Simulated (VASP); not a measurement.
## Ge (diamond): a PBE with spin–orbit coupling single-point calculation in VASP

INCAR

```
MAGMOM = 0.0 0.0 0.0 0.0 0.0 0.0
ISIF = 2
ISMEAR = -1
LWAVE = .FALSE.
ENCUT = 520
LASPH = .TRUE.
SIGMA = 0.02
IBRION = -1
NBANDS = 39
LSORBIT = .TRUE.
GGA = PE
PREC = Accurate
NELM = 120
LCHARG = .FALSE.
EDIFF = 1E-7
NSW = 0
LREAL = .FALSE.
GGA_COMPAT = .FALSE.
```

KPOINTS

```
KPOINTS created by Atomic Simulation Environment
0
Gamma
8 8 8
0 0 0
```

KPOINTS_OPT

```
special points
6
Reciprocal
0.0000000000 0.0000000000 0.0000000000 1
0.5000000000 0.0000000000 0.5000000000 1
0.5000000000 0.2500000000 0.7500000000 1
0.3750000000 0.3750000000 0.7500000000 1
0.5000000000 0.5000000000 0.5000000000 1
0.6250000000 0.2500000000 0.6250000000 1
```

POSCAR

```
Ge
 1.0000000000000000
    -0.0000000000000000    2.8368735118671840    2.8368735118671840
     2.8368735118671840    0.0000000000000000    2.8368735118671840
     2.8368735118671840    2.8368735118671840    0.0000000000000000
 Ge
   2
Cartesian
  0.0000000000000000 -0.0000000000000000 -0.0000000000000000
  1.4184367559335920  1.4184367559335920  1.4184367559335920
```

VASP ran with the recommended PBE PAW datasets (28 valence electrons in the cell).

OSZICAR

```
N       E                     dE             d eps       ncg     rms          rms(c)
DAV:   1     0.267504331916E+03    0.26750E+03   -0.13628E+04  2746   0.398E+03
DAV:   2     0.394903851207E+02   -0.22801E+03   -0.21960E+03  2262   0.872E+02
DAV:   3    -0.630322671637E+01   -0.45794E+02   -0.45121E+02  2486   0.206E+02
DAV:   4    -0.905080673851E+01   -0.27476E+01   -0.27399E+01  2659   0.587E+01
DAV:   5    -0.910968608362E+01   -0.58879E-01   -0.58874E-01  2486   0.969E+00    0.319E+00
DAV:   6    -0.905330086300E+01    0.56385E-01   -0.31904E-02  2638   0.184E+00    0.188E+00
DAV:   7    -0.902314494097E+01    0.30156E-01   -0.47981E-02  2458   0.211E+00    0.295E-01
DAV:   8    -0.902420331883E+01   -0.10584E-02   -0.47802E-03  2570   0.788E-01    0.123E-01
DAV:   9    -0.902506839090E+01   -0.86507E-03   -0.73582E-04  2452   0.266E-01    0.239E-02
DAV:  10    -0.902515990800E+01   -0.91517E-04   -0.11980E-04  2568   0.125E-01    0.783E-03
DAV:  11    -0.902516550621E+01   -0.55982E-05   -0.79499E-06  2658   0.328E-02    0.444E-03
DAV:  12    -0.902516767635E+01   -0.21701E-05   -0.27754E-06  2407   0.102E-02    0.193E-03
DAV:  13    -0.902516777180E+01   -0.95451E-07   -0.39862E-08  1920   0.209E-03
   1 F= -.90251678E+01 E0= -.90250911E+01  d E =-.153396E-03  mag=    -0.0000     0.0000    -0.0000
       N       E                     dE             ncg
DAV:   1    -0.553003267564E+03   -0.56201E+04      565
DAV:   2    -0.193095726768E+04   -0.13780E+04      468
DAV:   3    -0.220446242334E+04   -0.27351E+03      524
DAV:   4    -0.222166815437E+04   -0.17206E+02      553
DAV:   5    -0.222203925099E+04   -0.37110E+00      510
DAV:   6    -0.222204899140E+04   -0.97404E-02      548
DAV:   7    -0.222204936725E+04   -0.37585E-03      561
DAV:   8    -0.222204938941E+04   -0.22159E-04      591
DAV:   9    -0.222204938998E+04   -0.57394E-06      513
DAV:  10    -0.222204939002E+04   -0.34758E-07      374
```

From OUTCAR

```
k-points           NKPTS =     29   k-points in BZ     NKDIM =     29   number of bands    NBANDS=     39

   NELECT =      28.0000    total number of electrons

   dimension x,y,z NGX =    30 NGY =   30 NGZ =   30
   dimension x,y,z NGXF=    60 NGYF=   60 NGZF=   60

  energy-cutoff  :      520.00
  volume of cell :       45.66
      direct lattice vectors                 reciprocal lattice vectors
     0.000000000  2.836873512  2.836873512    -0.176250368  0.176250368  0.176250368
     2.836873512  0.000000000  2.836873512     0.176250368 -0.176250368  0.176250368
     2.836873512  2.836873512  0.000000000     0.176250368  0.176250368 -0.176250368

 k-points in reciprocal lattice and weights: KPOINTS created by Atomic Simulation Env
   0.00000000  0.00000000  0.00000000       0.002
   0.12500000  0.00000000  0.00000000       0.016
   0.25000000  0.00000000  0.00000000       0.016
   0.37500000  0.00000000  0.00000000       0.016
   0.50000000  0.00000000  0.00000000       0.008
   0.12500000  0.12500000  0.00000000       0.012
   0.25000000  0.12500000  0.00000000       0.047
   0.37500000  0.12500000  0.00000000       0.047
   ...

 E-fermi :   5.0034

 k-point     1 :       0.0000    0.0000    0.0000
  band No.  band energies     occupation
      1     -20.1585      1.00000
      2     -20.1585      1.00000
      3     -20.1585      1.00000
      4     -20.1585      1.00000
      5     -20.0969      1.00000
      6     -20.0969      1.00000
      7     -20.0969      1.00000
      8     -20.0969      1.00000
      9     -19.6580      1.00000
     10     -19.6580      1.00000
     11     -19.5198      1.00000
     12     -19.5198      1.00000
     13     -19.5198      1.00000
     14     -19.5198      1.00000
     15     -19.4787      1.00000
     16     -19.4787      1.00000
     17     -19.4787      1.00000
     18     -19.4787      1.00000
     19     -19.4119      1.00000
     20     -19.4119      1.00000
     21      -7.7946      1.00000
     22      -7.7946      1.00000
     23       4.7182      1.00000
     24       4.7182      1.00000
     25       4.8714      0.99864
     26       4.8714      0.99864
     27       5.0087      0.43460
     28       5.0087      0.43460
     29       5.0087      0.43459
     30       5.0087      0.43459
     31       7.3207      0.00000
     32       7.3207      0.00000
     33       7.5323      0.00000
     34       7.5323      0.00000
     35       7.5323      0.00000
     36       7.5323      0.00000
     37      11.3189      0.00000
     38      11.3189      0.00000
     39      14.3723      0.00000

 k-point     2 :       0.1250    0.0000    0.0000
  band No.  band energies     occupation
      1     -20.1598      1.00000
      2     -20.1598      1.00000
      3     -20.1560      1.00000
      4     -20.1560      1.00000
      5     -20.0993      1.00000
      6     -20.0993      1.00000
      7     -20.0950      1.00000
      8     -20.0950      1.00000
      9     -19.6517      1.00000
     10     -19.6517      1.00000
     11     -19.5311      1.00000
     12     -19.5311      1.00000
     13     -19.5253      1.00000
     14     -19.5253      1.00000
     15     -19.4724      1.00000
     16     -19.4724      1.00000
     17     -19.4704      1.00000
     18     -19.4704      1.00000
     19     -19.4145      1.00000
     20     -19.4145      1.00000
     21      -7.6059      1.00000
     22      -7.6059      1.00000
     23       2.5440      1.00000
     24       2.5440      1.00000
     25       4.4854      1.00000
     26       4.4854      1.00000
     27       4.6743      1.00000
     28       4.6743      1.00000
     29       5.9137      0.00000
     30       5.9137      0.00000
     31       7.8347      0.00000
     32       7.8347      0.00000
     33       7.9791      0.00000
     34       7.9791      0.00000
     35       8.3804      0.00000
     36       8.3804      0.00000
     37      12.2409      0.00000
     38      12.2409      0.00000
     39      13.4818      0.00000

 k-point     3 :       0.2500    0.0000    0.0000
  band No.  band energies     occupation
      1     -20.1623      1.00000
      2     -20.1623      1.00000
      3     -20.1490      1.00000
      4     -20.1490      1.00000
      5     -20.1057      1.00000
      6     -20.1057      1.00000
      7     -20.0909      1.00000
      8     -20.0909      1.00000
      9     -19.6353      1.00000
     10     -19.6353      1.00000
     11     -19.5517      1.00000
     12     -19.5517      1.00000
     13     -19.5347      1.00000
     14     -19.5347      1.00000
     15     -19.4610      1.00000
     16     -19.4610      1.00000
     17     -19.4574      1.00000
     18     -19.4574      1.00000
     19     -19.4213      1.00000
     20     -19.4213      1.00000
     21      -7.0586      1.00000
     22      -7.0586      1.00000
     23       0.2063      1.00000
     24       0.2063      1.00000
     25       3.9449      1.00000
     26       3.9449      1.00000
     27       4.1295      1.00000
     28       4.1295      1.00000
     29       5.5567      0.00000
     30       5.5567      0.00000
     31       8.4677      0.00000
     32       8.4677      0.00000
     33       8.6032      0.00000
     34       8.6032      0.00000
     35      10.5034      0.00000
     36      10.5034      0.00000
     37      12.9219      0.00000
     38      12.9219      0.00000
     39      13.2244      0.00000

 k-point     4 :       0.3750    0.0000    0.0000
  band No.  band energies     occupation
      1     -20.1642      1.00000
      2     -20.1642      1.00000
      3     -20.1398      1.00000
      4     -20.1398      1.00000
      5     -20.1141      1.00000
      6     -20.1141      1.00000
      7     -20.0875      1.00000
      8     -20.0875      1.00000
      9     -19.6156      1.00000
     10     -19.6156      1.00000
     11     -19.5714      1.00000
     12     -19.5714      1.00000
     13     -19.5417      1.00000
     14     -19.5417      1.00000
     15     -19.4519      1.00000
     16     -19.4519      1.00000
     17     -19.4471      1.00000
     18     -19.4471      1.00000
     19     -19.4300      1.00000
     20     -19.4300      1.00000
     21      -6.2577      1.00000
     22      -6.2577      1.00000
     23      -1.7281      1.00000
     24      -1.7281      1.00000
     25       3.5608      1.00000
     26       3.5608      1.00000
     27       3.7443      1.00000
     28       3.7443      1.00000
     29       5.1993      0.00006
     30       5.1993      0.00006
     31       8.6344      0.00000
     32       8.6344      0.00000
     33       8.7410      0.00000
     34       8.7410      0.00000
     35      12.1541      0.00000
     36      12.1541      0.00000
     37      13.1732      0.00000
     38      13.1732      0.00000
     39      14.3702      0.00000

 k-point     5 :       0.5000    0.0000    0.0000
  band No.  band energies     occupation
      1     -20.1648      1.00000
      2     -20.1648      1.00000
      3     -20.1335      1.00000
      4     -20.1335      1.00000
      5     -20.1200      1.00000
      6     -20.1200      1.00000
      7     -20.0863      1.00000
      8     -20.0863      1.00000
      9     -19.6031      1.00000
     10     -19.6031      1.00000
     11     -19.5832      1.00000
     12     -19.5832      1.00000
     13     -19.5442      1.00000
     14     -19.5442      1.00000
     15     -19.4485      1.00000
     16     -19.4485      1.00000
     17     -19.4401      1.00000
     18     -19.4401      1.00000
     19     -19.4371      1.00000
     20     -19.4371      1.00000
     21      -5.7261      1.00000
     22      -5.7261      1.00000
     23      -2.6453      1.00000
     24      -2.6453      1.00000
     25       3.4270      1.00000
     26       3.4270      1.00000
     27       3.6104      1.00000
     28       3.6104      1.00000
     29       5.0710      0.03293
     30       5.0710      0.03293
     31       8.6084      0.00000
     32       8.6084      0.00000
     33       8.7026      0.00000
     34       8.7026      0.00000
     35      12.0417      0.00000
     36      12.0417      0.00000
     37      15.4137      0.00000
     38      15.4137      0.00000
     39      15.9011      0.00000

 ...

  Total        0.8504154      0.8504154      0.8504154     -0.0000000      0.0000000     -0.0000000
  in kB       29.8395184     29.8395184     29.8395184     -0.0000000      0.0000000     -0.0000000
  external PRESSURE =      29.8395184 kB  Pullay stress =       0.0000000 kB

 POSITION                                       TOTAL-FORCE (eV/Angst)
 -----------------------------------------------------------------------------------
      0.00000      0.00000      0.00000        -0.000000     -0.000000     -0.000000
      1.41844      1.41844      1.41844         0.000000      0.000000      0.000000
 -----------------------------------------------------------------------------------
    total drift:                                0.000000      0.000000      0.000000

  FREE ENERGIE OF THE ION-ELECTRON SYSTEM (eV)
  ---------------------------------------------------
  free  energy   TOTEN  =        -9.0251677718 eV

  energy  without entropy=       -9.0250143763  energy(sigma->0) =       -9.02509107
```

```yaml
gap_between_bands_v_and_c: 0.00 eV
least_direct_gap: 0.00 eV
```

Band v is the last that the valence electrons fill when counted band by band, and c is the next.
